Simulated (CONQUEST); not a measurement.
**Cl under changes of volume**

One of the cells (29.048 Å³/atom); the others are scaled copies at fixed shape and fractional positions:

```xyz
8
Lattice="4.5000 0.0000 0.0000 0.0000 6.2900 0.0000 0.0000 0.0000 8.2100" Properties=species:S:1:pos:R:3 pbc="T T T"
Cl    1.6650    0.0000    3.2840
Cl    3.9150    3.1450    3.2840
Cl    0.5850    0.0000    7.3890
Cl    2.8350    3.1450    7.3890
Cl    0.5850    3.1450    4.9260
Cl    2.8350    0.0000    4.9260
Cl    1.6650    3.1450    0.8210
Cl    3.9150    0.0000    0.8210
```

* Program: CONQUEST 1.3
* Functional: PBEsol
* Potentials or basis: PseudoDojo NC PBEsol, DZP, grid of 48 × 60 × 80 points
* k mesh: 6 × 4 × 4
* Occupations: fermi-dirac, width 0.05 eV
* Spin: no spin polarisation

| volume (Å³/atom) | energy over the lowest point (meV/atom) | pressure (GPa) | gap on the mesh (eV) | largest force (eV/Å) |
| --- | --- | --- | --- | --- |
| 27.305 | ? | ? | ? | ? |
| 27.886 | 0.07 | 0.3 | 2.56 | 0.963 |
| 28.467 | 0.00 | -0.3 | 2.49 | 0.687 |
| 29.048 | 2.02 | -0.8 | 2.42 | 0.426 |
| 29.629 | 6.01 | -1.4 | 2.35 | 0.205 |
| 30.210 | 11.84 | -1.8 | 2.28 | 0.121 |
| 30.791 | 19.16 | -2.2 | 2.21 | 0.282 |

Q: What does the run at 27.305 Å³/atom give?

A: Energy over the lowest point 2.67 meV/atom; pressure 1.1 GPa; gap on the mesh 2.63 eV; largest force 1.261 eV/Å.

Worked out: A Birch-Murnaghan fit of order 3 (a polynomial in V^(-2/3)) to the other rows has its minimum at 28.20 Å³/atom with B0 = V·E''(V) = 30 GPa and B' = 3.9 at fixed shape and positions, which overstates the stiffness. It gives 2.56 meV/atom at 27.305 Å³/atom, against the run's 2.67, and -dE/dV = 1.0 GPa, against 1.1. A straight line through the other rows of the gap, of slope -3.53 eV per unit of ln V, extrapolates to 2.64 eV, against the run's 2.63.

Energies are extrapolated to zero smearing.

Caveats: this functional lacks dispersion, which binds the layers, so the pressure and a relaxed spacing across them are unreliable; the basis of atomic orbitals isn't converged, which shifts pressures, moduli and gaps; forces of over 1 eV/Å show positions far from the minimum, so gaps and moduli don't describe the material at rest (some runs).

A mesh can miss the band edges.
